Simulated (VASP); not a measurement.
# NaCl (Fm-3m) in VASP: settings compared

Aim: see how the results for NaCl move with the level of theory and the settings. Levels: LDA, r2SCAN. Tasks: relaxation of the atoms, relaxation of cell and atoms.

Program: VASP 6.6.1. These are calculated values, not measurements. Logs are shortened: lines on timing, memory, paths and dates and some standing lists are left out, and cuts for length are marked.

## (1) The structure

It takes space group Fm-3m (No. 225, cubic). Conventional cell: a = 5.620 Å, b = 5.620 Å, c = 5.620 Å, α = 90.00°, β = 90.00°, γ = 90.00°. Na (site symmetry m-3m) has 6 Cl at 2.81 Å as nearest neighbours. Around Cl (site symmetry m-3m) lie 6 Na at 2.81 Å.

## (2) Relaxation of the atoms, LDA (a relaxed cell with its volume scaled by 1.02)

INCAR reads:

```
  PREC = Accurate
  ENCUT = 600
  EDIFF = 1E-7
  ISMEAR = 0
  SIGMA = 0.03
  LREAL = False
  LASPH = True
  NELM = 80
  ALGO = Normal
  ISIF = 2
  LWAVE = False
  LCHARG = False
  GGA = CA
  IBRION = 2
  NSW = 40
  EDIFFG = -0.01
```

KPOINTS reads:

```
Automatic mesh
0
Gamma
  8 8 8
```

POSCAR reads:

```
NaCl                                    
1.0
   -0.0000000000      2.7516165915      2.7516165915
    2.7516165915     -0.0000000000      2.7516165915
    2.7516165915      2.7516165915      0.0000000000
  Na              Cl            
     1     1
Direct
     1.0000000000000000    0.0000000000000000    0.0000000000000000
     0.5000000000000000    0.5000000000000000    0.5000000000000000
```

Potentials or basis: VASP PAW LDA potentials, release 64 (Na_pv, Cl).

The run is started by

```bash
$ cat potpaw_LDA.64/Na_pv/POTCAR potpaw_LDA.64/Cl/POTCAR > POTCAR
$ mpirun -np 1 vasp_std > vasp.out
```

OUTCAR:

```text
PREC = Accurate
   ENCUT = 600
   EDIFF = 1E-7
   ISMEAR = 0
   LREAL = False
   LASPH = True
   NELM = 80
   ISIF = 2
   GGA = CA
   IBRION = 2
   NSW = 40
   EDIFFG = -0.01

 ion  position               nearest neighbor table
   1  0.000  0.000  0.000-
   2  0.500  0.500  0.500-

  LATTYP: Found a face centered cubic cell.
 ALAT       =     5.5032331830

  Lattice vectors:

 A1 = (   0.0000000000,   2.7516165915,   2.7516165915)
 A2 = (   2.7516165915,   0.0000000000,   2.7516165915)
 A3 = (   2.7516165915,   2.7516165915,   0.0000000000)

Analysis of symmetry for initial positions (statically):
=====================================================================
 Subroutine PRICEL returns:
 Original cell was already a primitive cell.

 Routine SETGRP: Setting up the symmetry group for a
 face centered cubic supercell.

 Subroutine GETGRP returns: Found 48 space group operations
 (whereof 48 operations were pure point group operations)
 out of a pool of 48 trial point group operations.

The static configuration has the point symmetry O_h .

Analysis of symmetry for dynamics (positions and initial velocities):
=====================================================================
 Subroutine PRICEL returns:
 Original cell was already a primitive cell.

 Routine SETGRP: Setting up the symmetry group for a
 face centered cubic supercell.

 Subroutine GETGRP returns: Found 48 space group operations
 (whereof 48 operations were pure point group operations)
 out of a pool of 48 trial point group operations.

The dynamic configuration has the point symmetry O_h .

 Subroutine INISYM returns: Found 48 space group operations
 (whereof 48 operations are pure point group operations),
 and found     1 'primitive' translations

----------------------------------------------------------------------------------------

                                     Primitive cell

  volume of cell :      41.6671

  direct lattice vectors                    reciprocal lattice vectors
     0.000000000  2.751616591  2.751616591    -0.181711363  0.181711363  0.181711363
     2.751616591  0.000000000  2.751616591     0.181711363 -0.181711363  0.181711363
     2.751616591  2.751616591  0.000000000     0.181711363  0.181711363 -0.181711363

  length of vectors
     3.891373502  3.891373502  3.891373502     0.314733312  0.314733312  0.314733312

  position of ions in fractional coordinates (direct lattice)
     0.000000000  0.000000000  0.000000000
     0.500000000  0.500000000  0.500000000

  ion indices of the primitive-cell ions
   primitive index   ion index
                 1           1
                 2           2

----------------------------------------------------------------------------------------

 KPOINTS: Automatic mesh

Automatic generation of k-mesh.
 Grid dimensions read from file:
 generate k-points for:    8    8    8

 Generating k-lattice:

  Cartesian coordinates                     Fractional coordinates (reciprocal lattice)
    -0.022713920  0.022713920  0.022713920     0.125000000  0.000000000  0.000000000
     0.022713920 -0.022713920  0.022713920     0.000000000  0.125000000  0.000000000
     0.022713920  0.022713920 -0.022713920     0.000000000  0.000000000  0.125000000

  Length of vectors
     0.039341664  0.039341664  0.039341664

  Shift w.r.t. Gamma in fractional coordinates (k-lattice)
     0.000000000  0.000000000  0.000000000

 Subroutine IBZKPT returns following result:
 ===========================================

 Found     29 irreducible k-points:

 Following reciprocal coordinates:
            Coordinates               Weight
  0.000000  0.000000  0.000000      1.000000
  0.125000  0.000000  0.000000      8.000000
  0.250000  0.000000  0.000000      8.000000
  0.375000  0.000000  0.000000      8.000000
  0.500000  0.000000  0.000000      4.000000
  0.125000  0.125000  0.000000      6.000000
[... 16 lines left out ...]
  0.500000  0.250000  0.125000     48.000000
 -0.375000  0.250000  0.125000     24.000000
 [... further k-points ...]
   k-points           NKPTS =     29   k-points in BZ     NKDIM =     29   number of bands    NBANDS=     11
   number of dos      NEDOS =    301   number of ions     NIONS =      2
   total plane-waves  NPLWV =  32768
   dimension x,y,z NGX =    32 NGY =   32 NGZ =   32
   dimension x,y,z NGXF=    64 NGYF=   64 NGZF=   64
   ions per type =               1   1
   NGX,Y,Z   is equivalent  to a cutoff of  13.67, 13.67, 13.67 a.u.
   NGXF,Y,Z  is equivalent  to a cutoff of  27.34, 27.34, 27.34 a.u.
 SYSTEM =  unknown system
   PREC   = accura    normal or accurate (medium, high low for compatibility)
   ISTART =      0    job   : 0-new  1-cont  2-samecut
   ICHARG =      2    charge: 1-file 2-atom 10-const
   ISPIN  =      1    spin polarized calculation?
   LNONCOLLINEAR =      F non collinear calculations
   LSORBIT =      F    spin-orbit coupling
   LASPH  =      T    aspherical Exc in radial PAW
   ENCUT  =  600.0 eV  44.10 Ry    6.64 a.u.   7.77  7.77  7.77*2*pi/ulx,y,z
   NELM   =     80;   NELMIN=  2; NELMDL= -5     # of ELM steps
   EDIFF  = 0.1E-06   stopping-criterion for ELM
   LREAL  =      F    real-space projection
   EDIFFG = -.1E-01   stopping-criterion for IOM
   NSW    =     40    number of steps for IOM
   IBRION =      2    ionic relax: 0-MD 1-quasi-New 2-CG
   NFREE  =      1    steps in history (QN), initial steepest desc. (CG)
   ISIF   =      2    stress and relaxation
   ISYM   =      2    0-nonsym 1-usesym 2-fastsym
   POTIM  = 0.5000    time-step for ionic-motion
   TEBEG  =    0.0;   TEEND  =   0.0 temperature during run
   PSTRESS=    0.0 pullay stress
   NELECT =      14.0000    total number of electrons
   NUPDOWN=      -1.0000    fix difference up-down
   EMIN   =  10.00;   EMAX   =-10.00  energy-range for DOS
   EFERMI =   0.00;   METHOD = LEGACY
   ISMEAR =     0;   SIGMA  =   0.03  broadening in eV -4-tet -1-fermi 0-gaus
   EFERMI_NEDOS =   21; number of points for ismear=-14 and -15
   IALGO  =     38    algorithm
   IMIX   =      4    mixing-type and parameters
     AMIX     =   0.40;   BMIX     =  1.00
     AMIX_MAG =   1.60;   BMIX_MAG =  1.00
  volume/ion in A,a.u.               =      20.83       140.59
  Fermi-wavevector in a.u.,A,eV,Ry     =   1.138115  2.150726 17.623714  1.295306
  Thomas-Fermi vector in A             =   2.274820
   LORBIT       =      0    0 simple, 1 ext, 2 COOP (PROOUT), +10 PAW based schemes
   GGA     = CA    functional components
   LHFCALC =     F    Hartree Fock is set to
   AEXX    =    0.0000 exact exchange contribution
   IVDW    =     0    specifies the selected vdW correction
   LEPSILON=     F    determine dielectric tensor
   LRPA    =     F    only Hartree local field effects (RPA)
 conjugate gradient relaxation of ions
 non-spin polarized calculation
 Gauss-broadening in eV      SIGMA  =   0.03
  energy-cutoff  :      600.00
  volume of cell :       41.67
 maximum number of plane-waves:      1411
   NGX = 15   NGY = 15   NGZ = 15

 number of electron      13.9999998 magnetization

 Free energy of the ion-electron system (eV)
  ---------------------------------------------------
  ext. energy  EPLUGINS =         0.00000000
  ---------------------------------------------------
  free energy    TOTEN  =        -7.38779312 eV

  energy without entropy =       -7.38779312  energy(sigma->0) =       -7.38779312

 E-fermi :  -0.3269     XC(G=0):  -9.0432

 val. band max:       -0.4977918385   @ k =   0.0000   0.0000   0.0000
 cond. band min:       4.4925154071   @ k =   0.0000   0.0000   0.0000
 fundamental gap:      4.9903072456
 Fermi energy:        -0.3268968595

 k-point     1 :       0.0000    0.0000    0.0000
  band No.  band energies     occupation
      1     -21.1547      2.00000
      2     -21.1547      2.00000
      3     -21.1547      2.00000
      4     -13.2636      2.00000
      5      -0.4978      2.00000
      6      -0.4978      2.00000
      7      -0.4978      2.00000
      8       4.4925      0.00000
      9      10.4158      0.00000
     10      10.4158      0.00000
     11      10.4158      0.00000

 k-point     2 :       0.1250    0.0000    0.0000
  band No.  band energies     occupation
      1     -21.1612      2.00000
      2     -21.1551      2.00000
      3     -21.1551      2.00000
      4     -13.2026      2.00000
      5      -0.9399      2.00000
      6      -0.5477      2.00000
      7      -0.5477      2.00000
      8       5.0374      0.00000
      9       9.8551      0.00000
     10      10.6292      0.00000
     11      10.6292      0.00000

 k-point     3 :       0.2500    0.0000    0.0000
  band No.  band energies     occupation
      1     -21.1768      2.00000
      2     -21.1562      2.00000
      3     -21.1562      2.00000
      4     -13.0502      2.00000
      5      -1.7948      2.00000
      6      -0.6636      2.00000
      7      -0.6636      2.00000
      8       6.0229      0.00000
      9       9.3728      0.00000
     10      10.7630      0.00000
     11      10.7630      0.00000
[... 267 lines left out ...]
 k-point    23 :       0.5000    0.2500    0.1250
  band No.  band energies     occupation
      1     -21.1866      2.00000
      2     -21.1658      2.00000
      3     -21.1598      2.00000
      4     -12.8330      2.00000
      5      -2.3062      2.00000
      6      -1.3159      2.00000
      7      -0.9288      2.00000
      8       7.5838      0.00000
      9       9.0076      0.00000
     10       9.3091      0.00000
     11      11.3936      0.00000

 k-point    24 :      -0.3750    0.2500    0.1250
  band No.  band energies     occupation
      1     -21.1898      2.00000
      2     -21.1665      2.00000
      3     -21.1609      2.00000
      4     -12.7825      2.00000
      5      -2.4432      2.00000
      6      -1.4090      2.00000
      7      -0.9911      2.00000
      8       7.6606      0.00000
      9       9.0032      0.00000
     10       9.7529      0.00000
     11      11.1974      0.00000

 [... further k-points ...]

------------------------ aborting loop because EDIFF is reached ----------------------------------------

  FORCE on cell =-STRESS in cart. coord.  units (eV):
  Direction    XX          YY          ZZ          XY          YZ          ZX
  --------------------------------------------------------------------------------------
  -------------------------------------------------------------------------------------
  Total       -0.1622753     -0.1622753     -0.1622753      0.0000000      0.0000000      0.0000000
  in kB       -6.2397801     -6.2397801     -6.2397801      0.0000000      0.0000000      0.0000000
  external PRESSURE =      -6.2397801 kB  Pullay stress =       0.0000000 kB

 VOLUME and BASIS-vectors are now :
 -----------------------------------------------------------------------------
  energy-cutoff  :      600.00
  volume of cell :       41.67
      direct lattice vectors                 reciprocal lattice vectors
     0.000000000  2.751616591  2.751616591    -0.181711363  0.181711363  0.181711363
     2.751616591  0.000000000  2.751616591     0.181711363 -0.181711363  0.181711363
     2.751616591  2.751616591  0.000000000     0.181711363  0.181711363 -0.181711363

 POSITION                                       TOTAL-FORCE (eV/Angst)
 -----------------------------------------------------------------------------------
      0.00000      0.00000      0.00000         0.000000      0.000000     -0.000000
      2.75162      2.75162      2.75162        -0.000000     -0.000000      0.000000
 -----------------------------------------------------------------------------------
    total drift:                                0.000000     -0.000000     -0.000000

  FREE ENERGIE OF THE ION-ELECTRON SYSTEM (eV)
  ---------------------------------------------------
  free  energy   TOTEN  =        -7.3877931231 eV

  energy  without entropy=       -7.3877931231  energy(sigma->0) =       -7.38779312

 reached required accuracy - stopping structural energy minimisation
```

Run time: 5 s. Hardware: 1 thread of Intel Xeon 6975P-C (Granite Rapids), shared host; peak memory 0.14 GiB.

Results:

```yaml
Free_energy: -7.3878 eV
Pressure_after_relaxing: -0.6 GPa
Band_gap_on_the_k_mesh: 4.99 eV, direct
```

Final structure:
```
Na Cl
1.0
     0.00000    2.75162    2.75162
     2.75162    0.00000    2.75162
     2.75162    2.75162    0.00000
Na Cl
1 1
Cartesian
  0.0000 0.0000 0.0000
  2.7516 2.7516 2.7516
```

Caveat: the relaxation stopped at its first step, so nothing moved.

## (3) Relaxation of the atoms, LDA (a relaxed cell with its volume scaled by 1.04)

INCAR is that of step 2.

KPOINTS is that of step 2.

POSCAR reads:

```
NaCl                                    
1.0
   -0.0000000000      2.7694847324      2.7694847324
    2.7694847324     -0.0000000000      2.7694847324
    2.7694847324      2.7694847324      0.0000000000
  Na              Cl            
     1     1
Direct
     1.0000000000000000    0.0000000000000000    0.0000000000000000
     0.5000000000000000    0.5000000000000000    0.5000000000000000
```

Potentials or basis: VASP PAW LDA potentials, release 64 (Na_pv, Cl).

The run is started by

```bash
$ cat potpaw_LDA.64/Na_pv/POTCAR potpaw_LDA.64/Cl/POTCAR > POTCAR
$ mpirun -np 1 vasp_std > vasp.out
```

OUTCAR:

```text
PREC = Accurate
   ENCUT = 600
   EDIFF = 1E-7
   ISMEAR = 0
   LREAL = False
   LASPH = True
   NELM = 80
   ISIF = 2
   GGA = CA
   IBRION = 2
   NSW = 40
   EDIFFG = -0.01

 ion  position               nearest neighbor table
   1  0.000  0.000  0.000-
   2  0.500  0.500  0.500-

  LATTYP: Found a face centered cubic cell.
 ALAT       =     5.5389694648

  Lattice vectors:

 A1 = (   0.0000000000,   2.7694847324,   2.7694847324)
 A2 = (   2.7694847324,   0.0000000000,   2.7694847324)
 A3 = (   2.7694847324,   2.7694847324,   0.0000000000)

Analysis of symmetry for initial positions (statically):
=====================================================================
 Subroutine PRICEL returns:
 Original cell was already a primitive cell.

 Routine SETGRP: Setting up the symmetry group for a
 face centered cubic supercell.

 Subroutine GETGRP returns: Found 48 space group operations
 (whereof 48 operations were pure point group operations)
 out of a pool of 48 trial point group operations.

[... 173 lines left out ...]
      1     -21.3075      2.00000
      2     -21.3075      2.00000
      3     -21.3075      2.00000
      4     -13.3369      2.00000
      5      -0.6218      2.00000
      6      -0.6218      2.00000
      7      -0.6218      2.00000
      8       4.2882      0.00000
      9      10.2757      0.00000
     10      10.2757      0.00000
     11      10.2757      0.00000
[... 309 lines left out ...]
 k-point    24 :      -0.3750    0.2500    0.1250
  band No.  band energies     occupation
      1     -21.3397      2.00000
      2     -21.3185      2.00000
      3     -21.3134      2.00000
      4     -12.8818      2.00000
      5      -2.5101      2.00000
      6      -1.5032      2.00000
      7      -1.0978      2.00000
      8       7.4873      0.00000
      9       8.8077      0.00000
     10       9.5375      0.00000
     11      11.0019      0.00000

 [... further k-points ...]

------------------------ aborting loop because EDIFF is reached ----------------------------------------

  FORCE on cell =-STRESS in cart. coord.  units (eV):
  Direction    XX          YY          ZZ          XY          YZ          ZX
  --------------------------------------------------------------------------------------
  -------------------------------------------------------------------------------------
  Total       -0.3087978     -0.3087978     -0.3087978     -0.0000000     -0.0000000      0.0000000
  in kB      -11.6454912    -11.6454912    -11.6454912     -0.0000000     -0.0000000      0.0000000
  external PRESSURE =     -11.6454912 kB  Pullay stress =       0.0000000 kB

 VOLUME and BASIS-vectors are now :
 -----------------------------------------------------------------------------
  energy-cutoff  :      600.00
  volume of cell :       42.48
      direct lattice vectors                 reciprocal lattice vectors
     0.000000000  2.769484732  2.769484732    -0.180538999  0.180538999  0.180538999
     2.769484732  0.000000000  2.769484732     0.180538999 -0.180538999  0.180538999
     2.769484732  2.769484732  0.000000000     0.180538999  0.180538999 -0.180538999

 POSITION                                       TOTAL-FORCE (eV/Angst)
 -----------------------------------------------------------------------------------
      0.00000      0.00000      0.00000        -0.000000     -0.000000     -0.000000
      2.76948      2.76948      2.76948         0.000000      0.000000      0.000000
 -----------------------------------------------------------------------------------
    total drift:                                0.000000     -0.000000     -0.000000

  FREE ENERGIE OF THE ION-ELECTRON SYSTEM (eV)
  ---------------------------------------------------
  free  energy   TOTEN  =        -7.3832684522 eV

  energy  without entropy=       -7.3832684522  energy(sigma->0) =       -7.38326845

 reached required accuracy - stopping structural energy minimisation
```

Wall time 5.1 s (1 thread of Intel Xeon 6975P-C (Granite Rapids), shared host); peak memory 0.14 GiB.

What came out:

| Item | Value |
| --- | --- |
| Free energy | -7.3833 eV |
| Pressure after relaxing | -1.2 GPa |
| Band gap on the k mesh | 4.91 eV, direct |

Final structure:
```
CELL_PARAMETERS angstrom
0.00000 2.76948 2.76948
2.76948 0.00000 2.76948
2.76948 2.76948 0.00000
ATOMIC_POSITIONS crystal
Na 0.00000 0.00000 0.00000
Cl 0.50000 0.50000 0.50000
```

Caveat: the relaxation stopped at its first step, so nothing moved.

## (4) Relaxation of the atoms, LDA (a relaxed cell with its volume scaled by 1.06)

INCAR is that of step 3.

KPOINTS is that of step 3.

POSCAR reads:

```
NaCl                                    
1.0
   -0.0000000000      2.7871252381      2.7871252381
    2.7871252381     -0.0000000000      2.7871252381
    2.7871252381      2.7871252381      0.0000000000
  Na              Cl            
     1     1
Direct
     1.0000000000000000    0.0000000000000000    0.0000000000000000
     0.5000000000000000    0.5000000000000000    0.5000000000000000
```

The run is started by

```bash
$ cat potpaw_LDA.64/Na_pv/POTCAR potpaw_LDA.64/Cl/POTCAR > POTCAR
$ mpirun -np 1 vasp_std > vasp.out
```

Wall time 5.6 s (1 thread of Intel Xeon 6975P-C (Granite Rapids), shared host); peak memory 0.14 GiB.

Results (log left out):

- Free energy: -7.3761 eV
- Pressure after relaxing: -1.6 GPa
- Band gap on the k mesh: 4.83 eV, direct

Final structure:
```
Na Cl
1.0
     0.00000    2.78713    2.78713
     2.78713    0.00000    2.78713
     2.78713    2.78713    0.00000
Na Cl
1 1
Direct
  0.00000 0.00000 0.00000
  0.50000 0.50000 0.50000
```

Levels at points of the mesh, in eV from the valence-band top:
```tsv
k point	band 5	band 6	band 7	band 8	band 9	band 10
(0.00, 0.00, 0.00)	0.00	0.00	0.00	4.83	10.88	10.88
(0.50, 0.00, 0.00)	-2.13	-0.30	-0.30	6.95	10.55	10.76
(0.50, 0.50, 0.00)	-1.84	-0.66	-0.66	7.27	7.70	11.18
```

Caveat: the relaxation stopped at its first step, so nothing moved.

[end of part 1 of 2]
